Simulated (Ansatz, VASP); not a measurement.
One calculation of SiO2, two programs

The input INCAR:

```
  PREC = Accurate
  ENCUT = 520
  EDIFF = 1E-8
  ISMEAR = -1
  SIGMA = 0.02
  LREAL = F
  LASPH = T
  NELM = 100
  ALGO = Normal
  ISIF = 2
  LWAVE = F
  LCHARG = F
  GGA = PE
  LEFG = T
  NBANDS = 44
```

Contents of KPOINTS:

```
Automatic mesh
0
Gamma
  4 4 4
```

File POSCAR:

```
SiO2
1.0
   -4.4720405200      4.4720405200      2.6117703500
    4.4720405200     -4.4720405200      2.6117703500
    4.4720405200      4.4720405200     -2.6117703500
Si O
4 8
Direct
    0.1768885800      0.1768885800      0.3537771600
    0.8231114200      0.1768885800      0.0000000000
    0.1768885800      0.8231114200      0.0000000000
    0.8231114200      0.8231114200      0.6462228400
    0.5000000000      0.5000000000      0.5000000000
    0.0000000000      0.5000000000      0.0000000000
    0.5000000000      0.0000000000      0.0000000000
    0.0000000000      0.0000000000      0.5000000000
    0.0000000000      0.2085486600      0.2085486600
    0.7914513400      0.0000000000      0.7914513400
    0.2085486600      0.0000000000      0.2085486600
    0.0000000000      0.7914513400      0.7914513400
```

Input for Ansatz:

```yaml
crystal:
  lattice:
    - [-4.47204052, 4.47204052, 2.61177035]
    - [4.47204052, -4.47204052, 2.61177035]
    - [4.47204052, 4.47204052, -2.61177035]
  atoms:
    - { symbol: Si, position: [0.17688858, 0.17688858, 0.35377716] }
    - { symbol: Si, position: [0.82311142, 0.17688858, 0.0] }
    - { symbol: Si, position: [0.17688858, 0.82311142, 0.0] }
    - { symbol: Si, position: [0.82311142, 0.82311142, 0.64622284] }
    - { symbol: O, position: [0.5, 0.5, 0.5] }
    - { symbol: O, position: [0.0, 0.5, 0.0] }
    - { symbol: O, position: [0.5, 0.0, 0.0] }
    - { symbol: O, position: [0.0, 0.0, 0.5] }
    - { symbol: O, position: [0.0, 0.20854866, 0.20854866] }
    - { symbol: O, position: [0.79145134, 0.0, 0.79145134] }
    - { symbol: O, position: [0.20854866, 0.0, 0.20854866] }
    - { symbol: O, position: [0.0, 0.79145134, 0.79145134] }
kpoints:
  mp_grid: { grid: [4, 4, 4] }
scf:
  occupations: { method: fermi_dirac, width: 0.02 }
hamiltonian:
  xc: pbe
  pseudopotentials: { kind: paw, frozen_core: stored }
output:
  forces: true
  stress: true
  populations: true
  efg: { quadrupole_moments_barn: { O: -0.02558 } }
  write_density: true
  write_potential: true
  elf: true
  volumetric_format: npy
```

The cell comes from a database or a generator and needn't be the stable form of this composition.

Alike in both runs: task electric field gradients; functional PBE; k mesh 4 × 4 × 4; occupations fermi-dirac, width 0.02 eV; no spin polarisation.

|  | VASP | Ansatz |
| --- | --- | --- |
| version | VASP 6.6.1 | Ansatz 0.2.0 |
| potentials or method | VASP PAW PBE potentials, release 64 (Si, O) | plane-wave PAW, scalar-relativistic |
| plane-wave cutoff (eV) | 520 | 420 |
| valence electrons in the cell | 64 | 64 |

|  | VASP | Ansatz | Ansatz less VASP |
| --- | --- | --- | --- |
| gap on the k mesh at the Fermi level (eV) | 5.45 | 5.46 | +0.003 |
| pressure (GPa) | 3.7 | 3.7 | -0.06 |
| largest component of the traceless stress (GPa) | 0.13 | 0.15 | +0.016 |
| rms of the force components (eV/Å) | 0.068 | 0.074 | +0.0052 |
| Vzz of the field gradient on the site that differs most (V/Å²) | 97.7 | 106.5 | +8.78 |

Atom by atom the forces differ by 0.010 eV/Å (rms over components). With one functional, cell and mesh, what is left measures potentials, basis and numerics. Ansatz warned: «xc_potential_rough_in_thin_density».

A k mesh can miss the band edges.
